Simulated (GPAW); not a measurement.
# free-standing triangular Ni monolayer, spacing 2.629 A: parallel, opposed and spinless runs

A self-consistent run ends on one state, which hangs on the start. Several orders of free-standing triangular Ni monolayer, spacing 2.629 A are started in GPAW and their energies compared.

Method: revPBE; plane waves with GPAW's PAW setups, scalar-relativistic, in GPAW 26.7.0.

Most raw output is cut from this account.

### Step 1. The structure

The cell holds 1 atom: 1 Ni. Its edges and angles: a = 2.629 Å, b = 2.629 Å, c = 14.000 Å, α = 90.0°, β = 90.0°, γ = 120.0°. model lattice. Vacuum lies along c.

As a file:

```cif
data_structure
_symmetry_space_group_name_H-M 'P 1'
_symmetry_Int_Tables_number 1
_cell_length_a 2.6290
_cell_length_b 2.6290
_cell_length_c 14.0000
_cell_angle_alpha 90.000
_cell_angle_beta 90.000
_cell_angle_gamma 120.000
_cell_volume 83.80
loop_
_atom_site_label
_atom_site_type_symbol
_atom_site_fract_x
_atom_site_fract_y
_atom_site_fract_z
_atom_site_occupancy
Ni1 Ni 0.00000 0.00000 0.50000 1
```

### Step 2. Start 1: ferro +

The parallel start comes first: it fits the smallest cell, keeps the most symmetry and shows whether parallel moments form.

The input, order1.py:

```python
import json
import numpy as np
from ase import Atoms
from ase.parallel import paropen, parprint
from gpaw import GPAW

atoms = Atoms(['Ni'],
    cell=[[2.629, 0.0, 0.0],
         [-1.3145, 2.276781, 0.0],
         [0.0, 0.0, 14.0]],
    scaled_positions=[[0.0, 0.0, 0.5]],
    pbc=True,
    magmoms=[1.0])
atoms.calc = GPAW(mode={'name': 'pw', 'ecut': 550},
    xc='revPBE',
    kpts={'size': (12, 12, 1), 'gamma': True},
    occupations={'name': 'fermi-dirac', 'width': 0.1},
    convergence={'density': 1e-05, 'energy': 1e-05},
    maxiter=200,
    symmetry={'tolerance': 1e-4},
    txt='order1.txt')
e = atoms.get_potential_energy(force_consistent=True)
res = {'free_energy': e, 'energy_sigma0': atoms.get_potential_energy(), 'fermi_energy': atoms.calc.get_fermi_level()}
res['moments'] = atoms.get_magnetic_moments().tolist()
res['total'] = atoms.get_magnetic_moment()
parprint('site moments (muB):', np.round(res['moments'], 3))
parprint(f"total moment: {res['total']:.3f} muB")
parprint(f'free energy: {e:.6f} eV')
atoms.calc.write('order1.gpw')
with paropen('results.json', 'w') as f:
    json.dump(res, f)
```

Run with:

```
$ OMP_NUM_THREADS=1 python3 order1.py > order1.log
```

The job ended after 13 s (1 MPI rank of Intel Xeon 6975P-C (Granite Rapids), shared host; peak memory 0.19 GiB).

Numbers from this step:

```yaml
magnetization: 0.8514 μB
final_state: ferromagnetic
largest_moment: 0.9353 μB
```

After 15 cycles the largest moment stands at 0.935 μB.

### Step 3. Run 2 (antiferro q=(0,1/2,0) +-)

An opposed order shows whether the pairs that it reverses prefer unlike signs.

The cell is doubled to 2 atoms to hold this order. Its mesh is chosen so that both cells sample the same points.

order2.py is the script of step 2 with these lines changed:

```diff
@@ -6,12 +6,13 @@
 
-atoms = Atoms(['Ni'],
+atoms = Atoms(['Ni', 'Ni'],
     cell=[[2.629, 0.0, 0.0],
-         [-1.3145, 2.276781, 0.0],
+         [-2.629, 4.553562, 0.0],
          [0.0, 0.0, 14.0]],
-    scaled_positions=[[0.0, 0.0, 0.5]],
+    scaled_positions=[[0.0, 0.0, 0.5],
+         [0.0, 0.5, 0.5]],
     pbc=True,
-    magmoms=[1.0])
+    magmoms=[1.0, -1.0])
 atoms.calc = GPAW(mode={'name': 'pw', 'ecut': 550},
     xc='revPBE',
-    kpts={'size': (12, 12, 1), 'gamma': True},
+    kpts={'size': (12, 6, 1), 'gamma': True},
     occupations={'name': 'fermi-dirac', 'width': 0.1},
@@ -20,3 +21,3 @@
     symmetry={'tolerance': 1e-4},
-    txt='order1.txt')
+    txt='order2.txt')
 e = atoms.get_potential_energy(force_consistent=True)
@@ -28,3 +29,3 @@
 parprint(f'free energy: {e:.6f} eV')
-atoms.calc.write('order1.gpw')
+atoms.calc.write('order2.gpw')
 with paropen('results.json', 'w') as f:
```

Run with:

```
$ OMP_NUM_THREADS=1 python3 order2.py > order2.log
```

Wall time 2.5 min (1 MPI rank); peak memory 0.4 GiB.

Read from the output:

| Property | Result |
| --- | --- |
| magnetization | 0 μB |
| final state | antiferromagnetic |
| largest moment | 0.6959 μB |

It lies 88.1 meV a seeded atom over the first start, and its largest moment is 0.696 μB against 0.935 μB.

### Step 4. Start 3: no spin polarisation

A run without seeds gives the energy of the state without moments.

The input, nospin.py:

```python
import json
import numpy as np
from ase import Atoms
from ase.parallel import paropen, parprint
from gpaw import GPAW

atoms = Atoms(['Ni'],
    cell=[[2.629, 0.0, 0.0],
         [-1.3145, 2.276781, 0.0],
         [0.0, 0.0, 14.0]],
    scaled_positions=[[0.0, 0.0, 0.5]],
    pbc=True)
atoms.calc = GPAW(mode={'name': 'pw', 'ecut': 550},
    xc='revPBE',
    kpts={'size': (12, 12, 1), 'gamma': True},
    occupations={'name': 'fermi-dirac', 'width': 0.1},
    convergence={'density': 1e-05, 'energy': 1e-05},
    maxiter=200,
    symmetry={'tolerance': 1e-4},
    txt='nospin.txt')
e = atoms.get_potential_energy(force_consistent=True)
res = {'free_energy': e, 'energy_sigma0': atoms.get_potential_energy(), 'fermi_energy': atoms.calc.get_fermi_level()}
parprint(f'free energy: {e:.6f} eV')
atoms.calc.write('nospin.gpw')
with paropen('results.json', 'w') as f:
    json.dump(res, f)
```

Run with:

```
$ OMP_NUM_THREADS=1 python3 nospin.py > nospin.log
```

The job ended after 7 s (1 MPI rank; peak memory 0.17 GiB).

Read from the output:

```yaml
final_state: non-magnetic (no spin polarisation)
```

It lies 121 meV a seeded atom over the first start.

### Step 5. The states side by side

These are free energies at a smearing of 0.1 eV, so its entropy term is in the differences. They are divided by the number of seeded atoms, so that cells of unlike size compare. Wavevectors q in the names are fractions of the reciprocal vectors of the first run's cell.

Orders:

```tsv
start	final state	typed order kept	energy over the lowest (meV a seeded atom)	largest site moment (μB)	net moment (μB a primitive cell)	mesh matched	CPU time (s)
ferro +	ferromagnetic	yes	0	0.9353	0.8514	yes	13.33
antiferro q=(0,1/2,0) +-	antiferromagnetic	yes	88.15	0.6959	1.83e-4	yes	149.2
no spin polarisation	non-magnetic	-	120.6	0	0	yes	6.89
```

### Step 6. Results

```json
{
 "lowest state found": "ferromagnetic (typed ferro +)",
 "largest site moment": "0.935 μB",
 "next state": "antiferromagnetic, 88.1 meV a seeded atom higher",
 "energy gained by spin polarisation": "121 meV a seeded atom"
}
```

What this shows: The lowest state found is ferromagnetic, reached from the start ferro +, with moments up to 0.935 μB. The next state costs 88 meV a seeded atom. This is the lowest of 3 finished starts, no proof of the ground state.

[Logs and program files are shortened in this print: banners, set-up blocks, solver, clock and traceback lines can be left out without a mark of their own.]

[Logs are printed without paths, hosts, clocks, repeated set-up lines and the standing remarks that a program may print on its own settings, such as how far it seeks lower states.]

[Hosts, paths, dates, database ids (printed as entryN), source tags and the programs' standing remarks are cut or masked in the printed files.]

[Where a cell is said to come from a database of computed structures, the database is the Materials Project.]
